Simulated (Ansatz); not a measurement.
PbF$_{2}$: what symmetry allows forces and stress to be

```
CELL_PARAMETERS angstrom
0.11879 2.95735 2.95735
3.07614 0.00000 3.07614
3.07614 3.07614 0.00000
ATOMIC_POSITIONS crystal
Pb 0.00000 0.00000 0.00000
F 0.21429 0.26190 0.26190
F 0.78571 0.73810 0.73810
```

Theory: DFT PBE, scalar-relativistic, plane waves, PAW (Ansatz 0.2.0).

Plane waves to 420 eV, a k mesh through Γ of 8×8×8 on the computed 3-atom cell and Gaussian smearing (0.02 eV); no spin polarisation.

This distorted cell has space group R-3m, with 12 operations.

Q: Without a calculation: in which directions can each atom feel a force?

A: A force must be left unchanged by every operation that keeps its atom in place, so it lies in the space that those operations leave fixed. Atoms that the group maps onto each other feel forces of one size.
| atom | site symmetry | operations at the site | equivalent to atom | allowed force (Cartesian) |
| --- | --- | --- | --- | --- |
| Pb1 | -3m | 12 | 1 | none |
| F2 | 3m | 6 | 2 | along (-0.58, 0.58, 0.58) |
| F3 | 3m | 6 | 2 | along (-0.58, 0.58, 0.58) |

That leaves 1 independent force component of 9. A relaxation in this cell that keeps the symmetry moves the atoms in these directions alone.

Q: And the stress tensor?

A: It must be invariant under the point group, which leaves 2 independent components: xx = yy, xx = zz, yy = zz, xz = xy. Further linear relations between components hold in this frame.

Q: Do the computed values obey this?

A: Yes. Forces (eV/Å):
```
Pb1  0.000  0.000  0.000
F2  -0.163  0.163  0.163
F3   0.163 -0.163 -0.163
```

Stress (GPa, compression positive, xx yy zz yz xz xy): -1.18 -1.18 -1.18 0.11 -0.11 -0.11. The program imposes the same operations on density, forces and stress, so this confirms the analysis and is no independent test of the calculation.

Spin–orbit coupling is left out, which can shift energies with elements as heavy as these.